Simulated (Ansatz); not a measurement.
Runs of Ansatz 0.2.0 on Sn. It takes space group Immm (No. 71, orthorhombic). Conventional cell: a = 3.453 Å, b = 3.551 Å, c = 4.677 Å, α = 90.00°, β = 90.00°, γ = 90.00°. Around Sn (site symmetry mmm) lie 12 Sn at 3.41 to 3.55 Å. This isn't the form of Sn at room conditions, which is tetragonal (white tin).

| task | level | spin | cell | k mesh | points for each segment of the path | gap on the mesh (eV) | pressure (GPa) |
| --- | --- | --- | --- | --- | --- | --- | --- |
| relaxation of cell and atoms | revPBE | off | relaxed | 11 × 11 × 11 | - | none | 0.0 |
| band structure | PBEsol | SOC, no magnetisation | as given | 8 × 8 × 8 | 14 | none | -3.8 |
| band structure | RPBE | off | as given | 11 × 11 × 11 | 14 | none | (a) |
| band structure | BLYP | off | as given | 11 × 11 × 11 | 14 | none | 3.1 |
| band structure | PBEsol | off | as given | 11 × 11 × 11 | 14 | none | -3.6 |

Alike in all rows: potentials or basis Ansatz PAW; cutoff (eV) 420; smearing fermi-dirac 0.05 eV.

Fill in the values left out.

(a) 0.3.

Caveats: the PAW data sets come from PBE, with cores solved anew for the run's functional, which leaves a small shift of forces and pressure; spin-orbit coupling is left out, which moves the levels of the heavy elements (some runs); the plane-wave basis is chosen anew once the cell has moved, so the energies of steps on either side of that aren't comparable (some runs).

A k mesh can miss the band edges, and rows without SOC leave out spin-orbit coupling on Sn.

A gap of «none» marks a metal or a gap under the smearing width.

Runs at the PBE level aren't shown here.
